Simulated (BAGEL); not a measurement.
# C5H8O2 (methyl methacrylate), step by step

Aim: the energy (HF/def2-SVP), then the energy (NEVPT2(2,2)/def2-SVP) of C5H8O2 (methyl methacrylate). 

Program for the calculation: BAGEL 1.2.2.

## Step 1: The structure to begin with

C5H8O2 has 15 atoms, charge 0, and is taken as a singlet. As SMILES, `C=C(C)C(=O)OC`. One bond was lengthened or shortened from a relaxed shape.

Bond lengths: C1–C2 1.330 Å, C2–C3 1.494 Å, C2–C4 1.491 Å, C4–O5 1.204 Å, C4–O6 1.140 Å, O6–C7 1.422 Å, C1–H8 1.084 Å, C1–H9 1.083 Å, C3–H10 1.093 Å, C3–H11 1.093 Å, C3–H12 1.090 Å, C7–H13 1.091 Å, C7–H14 1.088 Å, C7–H15 1.091 Å. Some angles: C1–C2–C3 124.0°, C1–C2–C4 116.9°, C3–C2–C4 119.0°, C2–C4–O5 125.6°, C2–C4–O6 111.4°, O5–C4–O6 123.0°, C4–O6–C7 115.1°, C2–C1–H8 121.3°, C2–C1–H9 120.3°, C2–C3–H10 111.1°.

## Step 2: A single-point energy at HF/def2-SVP (density fitting with svp-jkfit) (run 1)

The input, job.json:

```json
{ "bagel" : [

{
  "title" : "molecule",
  "basis" : "svp",
  "df_basis" : "svp-jkfit",
  "geometry" : [
    { "atom" : "C", "xyz" : [ -3.68714480,  1.22929330,  0.94957226 ] },
    { "atom" : "C", "xyz" : [ -1.54194660, -0.07834049,  0.91512255 ] },
    { "atom" : "C", "xyz" : [ -1.01958850, -2.30086628,  2.57513357 ] },
    { "atom" : "C", "xyz" : [  0.43533054,  0.76217190, -0.90814190 ] },
    { "atom" : "O", "xyz" : [  0.25119562,  2.51468501, -2.34603451 ] },
    { "atom" : "O", "xyz" : [  2.19465233, -0.47517163, -0.78680637 ] },
    { "atom" : "C", "xyz" : [  4.18043324,  0.19827006, -2.46758548 ] },
    { "atom" : "H", "xyz" : [ -5.21332541,  0.73371262,  2.22235950 ] },
    { "atom" : "H", "xyz" : [ -3.94329717,  2.82429774, -0.30720900 ] },
    { "atom" : "H", "xyz" : [ -0.61974135, -3.98899642,  1.45571651 ] },
    { "atom" : "H", "xyz" : [  0.64057369, -1.97305549,  3.75810212 ] },
    { "atom" : "H", "xyz" : [ -2.63451065, -2.68529326,  3.79582106 ] },
    { "atom" : "H", "xyz" : [  3.54641122,  0.07555125, -4.42545512 ] },
    { "atom" : "H", "xyz" : [  5.69695735, -1.14404020, -2.11526494 ] },
    { "atom" : "H", "xyz" : [  4.81919846,  2.12386319, -2.10118648 ] }
  ]
},
{
  "title" : "hf"
},
{
  "title" : "print",
  "file" : "orbitals.molden",
  "orbitals" : true
}

]}
```

Command:

```console
$ BAGEL_NUM_THREADS=1 BAGEL job.json > job.out
```

Log:

```text
* using 1 threads per process

  ===============================================================
  ===============================================================

  *** Geometry ***

  { "atom" : "C", "xyz" : [     -3.687145,      1.229293,      0.949572 ] },
  { "atom" : "C", "xyz" : [     -1.541947,     -0.078340,      0.915123 ] },
  { "atom" : "C", "xyz" : [     -1.019589,     -2.300866,      2.575134 ] },
  { "atom" : "C", "xyz" : [      0.435331,      0.762172,     -0.908142 ] },
  { "atom" : "O", "xyz" : [      0.251196,      2.514685,     -2.346035 ] },
  { "atom" : "O", "xyz" : [      2.194652,     -0.475172,     -0.786806 ] },
  { "atom" : "C", "xyz" : [      4.180433,      0.198270,     -2.467585 ] },
  { "atom" : "H", "xyz" : [     -5.213325,      0.733713,      2.222360 ] },
  { "atom" : "H", "xyz" : [     -3.943297,      2.824298,     -0.307209 ] },
  { "atom" : "H", "xyz" : [     -0.619741,     -3.988996,      1.455717 ] },
  { "atom" : "H", "xyz" : [      0.640574,     -1.973055,      3.758102 ] },
  { "atom" : "H", "xyz" : [     -2.634511,     -2.685293,      3.795821 ] },
  { "atom" : "H", "xyz" : [      3.546411,      0.075551,     -4.425455 ] },
  { "atom" : "H", "xyz" : [      5.696957,     -1.144040,     -2.115265 ] },
  { "atom" : "H", "xyz" : [      4.819198,      2.123863,     -2.101186 ] },

  Number of auxiliary basis functions:      673

  Since a DF basis is specified, we compute 2- and 3-index integrals:
    o Being stored without compression. Storage requirement is 0.103 GB

  Number of basis functions:      138
  Number of electrons      :       54

    * METHOD: MOLECULE                             0.47

  *** RHF ***

  === Nuclear Repulsion ===
   311.9467657043

      * DIIS with orbital gradients will be used.

  === RHF iteration (svp) ===
      0       -343.14800205          0.01254160           0.18
      1       -343.35233699          0.00705201           0.17
      2       -343.41020413          0.00164424           0.17
      3       -343.41388375          0.00067243           0.17
      4       -343.41446827          0.00010489           0.17
      5       -343.41449781          0.00005284           0.18
      6       -343.41450477          0.00002205           0.17
      7       -343.41450704          0.00000614           0.17
      8       -343.41450715          0.00000231           0.17
      9       -343.41450716          0.00000106           0.17
     10       -343.41450716          0.00000041           0.17
     11       -343.41450716          0.00000013           0.17
     12       -343.41450716          0.00000006           0.17
     13       -343.41450716          0.00000002           0.17
     14       -343.41450716          0.00000001           0.17
    * SCF iteration converged.

    * Permanent dipole moment:
           (   -0.557845,     0.793452,    -0.390972) a.u.

    * METHOD: HF                                   2.95

    * METHOD: PRINT                                0.02

  ===============================================================
```

It took 3.9 s on 1 thread of Intel Xeon 6975P-C (Granite Rapids), shared host; peak memory 0.3 GiB.

## Step 3: A single-point energy at NEVPT2(2,2)/def2-SVP (density fitting with svp-jkfit) (run 2)

The input, input.json:

```json
{ "bagel": [

{
  "title": "molecule",
  "basis": "svp",
  "df_basis": "svp-jkfit",
  "angstrom": "false",
  "geometry": [
    { "atom": "C", "xyz": [ -3.68714480,  1.22929330,  0.94957226 ] },
    { "atom": "C", "xyz": [ -1.54194660, -0.07834049,  0.91512255 ] },
    { "atom": "C", "xyz": [ -1.01958850, -2.30086628,  2.57513357 ] },
    { "atom": "C", "xyz": [  0.43533054,  0.76217190, -0.90814190 ] },
    { "atom": "O", "xyz": [  0.25119562,  2.51468501, -2.34603451 ] },
    { "atom": "O", "xyz": [  2.19465233, -0.47517163, -0.78680637 ] },
    { "atom": "C", "xyz": [  4.18043324,  0.19827006, -2.46758548 ] },
    { "atom": "H", "xyz": [ -5.21332541,  0.73371262,  2.22235950 ] },
    { "atom": "H", "xyz": [ -3.94329717,  2.82429774, -0.30720900 ] },
    { "atom": "H", "xyz": [ -0.61974135, -3.98899642,  1.45571651 ] },
    { "atom": "H", "xyz": [  0.64057369, -1.97305549,  3.75810212 ] },
    { "atom": "H", "xyz": [ -2.63451065, -2.68529326,  3.79582106 ] },
    { "atom": "H", "xyz": [  3.54641122,  0.07555125, -4.42545512 ] },
    { "atom": "H", "xyz": [  5.69695735, -1.14404020, -2.11526494 ] },
    { "atom": "H", "xyz": [  4.81919846,  2.12386319, -2.10118648 ] }
  ]
},
{
  "title": "hf",
  "charge": 0
},
{
  "title": "nevpt2",
  "nstate": 1,
  "nact": 2,
  "nclosed": 26,
  "charge": 0,
  "active": [8, 43],
  "maxiter": 200,
  "natocc": "true",
  "ncore": 7
},
{
  "title": "print",
  "file": "orbitals.molden",
  "orbitals": "true"
}

]}
```

Command:

```console
$ BAGEL_NUM_THREADS=1 BAGEL input.json > input.out
```

Log:

```text
* using 1 threads per process

  ===============================================================
  ===============================================================

  *** Geometry ***

  { "atom" : "C", "xyz" : [     -3.687145,      1.229293,      0.949572 ] },
  { "atom" : "C", "xyz" : [     -1.541947,     -0.078340,      0.915123 ] },
  { "atom" : "C", "xyz" : [     -1.019589,     -2.300866,      2.575134 ] },
  { "atom" : "C", "xyz" : [      0.435331,      0.762172,     -0.908142 ] },
  { "atom" : "O", "xyz" : [      0.251196,      2.514685,     -2.346035 ] },
  { "atom" : "O", "xyz" : [      2.194652,     -0.475172,     -0.786806 ] },
  { "atom" : "C", "xyz" : [      4.180433,      0.198270,     -2.467585 ] },
  { "atom" : "H", "xyz" : [     -5.213325,      0.733713,      2.222360 ] },
  { "atom" : "H", "xyz" : [     -3.943297,      2.824298,     -0.307209 ] },
  { "atom" : "H", "xyz" : [     -0.619741,     -3.988996,      1.455717 ] },
  { "atom" : "H", "xyz" : [      0.640574,     -1.973055,      3.758102 ] },
  { "atom" : "H", "xyz" : [     -2.634511,     -2.685293,      3.795821 ] },
  { "atom" : "H", "xyz" : [      3.546411,      0.075551,     -4.425455 ] },
  { "atom" : "H", "xyz" : [      5.696957,     -1.144040,     -2.115265 ] },
  { "atom" : "H", "xyz" : [      4.819198,      2.123863,     -2.101186 ] },

  Number of auxiliary basis functions:      673

  Since a DF basis is specified, we compute 2- and 3-index integrals:
    o Being stored without compression. Storage requirement is 0.103 GB

  Number of basis functions:      138
  Number of electrons      :       54

    * METHOD: MOLECULE                             0.47

  *** RHF ***

  === Nuclear Repulsion ===
   311.9467657043

      * DIIS with orbital gradients will be used.

  === RHF iteration (svp) ===
      0       -343.14800205          0.01254160           0.17
      1       -343.35233699          0.00705201           0.17
      2       -343.41020413          0.00164424           0.17
      3       -343.41388375          0.00067243           0.17
      4       -343.41446827          0.00010489           0.16
      5       -343.41449781          0.00005284           0.16
      6       -343.41450477          0.00002205           0.16
      7       -343.41450704          0.00000614           0.16
      8       -343.41450715          0.00000231           0.17
      9       -343.41450716          0.00000106           0.17
     10       -343.41450716          0.00000041           0.17
     11       -343.41450716          0.00000013           0.16
     12       -343.41450716          0.00000006           0.15
     13       -343.41450716          0.00000002           0.15
     14       -343.41450716          0.00000001           0.15
    * SCF iteration converged.

    * Permanent dipole moment:
           (   -0.557845,     0.793452,    -0.390972) a.u.

    * METHOD: HF                                   2.77

    * freezing 7 orbitals
  ---------------------------
      CASSCF calculation
  ---------------------------

    ==== Active orbitals : =====
         Orbital 8
         Orbital 43
    ============================

    * nstate   :      1
    * nclosed  :     26
    * nact     :      2
    * nvirt    :    110
  === CASSCF iteration (svp) ===

    * Using the second-order algorithm

      0  0      -343.41452359     4.59e-06      0.04

      1  0      -343.41473530     3.83e-05      0.60

      2  0      -343.42150456     3.03e-04      0.84

      3  0      -343.42573867     2.65e-04      1.01

      4  0      -343.42673389     3.57e-05      1.11

      5  0      -343.42674527     5.05e-06      1.37

      6  0      -343.42674533     1.46e-06      1.34

      7  0      -343.42674533     4.12e-07      1.41

      8  0      -343.42674533     1.12e-07      1.17

      9  0      -343.42674533     2.98e-08      1.30

     10  0      -343.42674533     7.88e-09      0.82

    * Second-order optimization converged. *

     guess   0:   closed 1.                   open ..

  === FCI iteration ===

      0  0      -343.41446106     1.06e-01      0.00
      1  0      -343.42674445     6.69e-04      0.00
      2  0 *    -343.42674533     8.91e-16      0.00

     * ci vector, state   0, <S^2> = 0.0000
       2.     0.9983371688
       .2    -0.0576445781

  === DF-NEVPT2 calculation ===

    * 3-index integral transformation done
    * assembly done

      NEVPT2 correlation energy:   -1.0049967587      0.74

          (+0)     -0.9050647686
          (+0)'    -0.0406031626
          (+1)     -0.0102058028
          (+1)'    -0.0000000000
          (+2)     -0.0004250345
          (-1)     -0.0423832806
          (-1)'     0.0000000000
          (-2)     -0.0063147096

      NEVPT2 total energy:       -344.4317420896

    * METHOD: NEVPT2                              12.46

    * METHOD: PRINT                                0.02

  ===============================================================
```

Wall time 16 s (1 thread of Intel Xeon 6975P-C (Granite Rapids), shared host); peak memory 0.3 GiB.

## Step 4: What came out

| quantity | value |
| --- | --- |
| run 1, HF/def2-SVP: total energy | -343.41451 Eh |
| run 1, HF/def2-SVP: dipole moment | 2.66 D |
| run 1, HF/def2-SVP: HOMO energy | -9.98 eV |
| run 1, HF/def2-SVP: LUMO energy | 3.55 eV |
| run 1, HF/def2-SVP: HOMO–LUMO gap | 13.53 eV |
| run 2, NEVPT2(2,2)/def2-SVP: total energy | -344.43174 Eh |
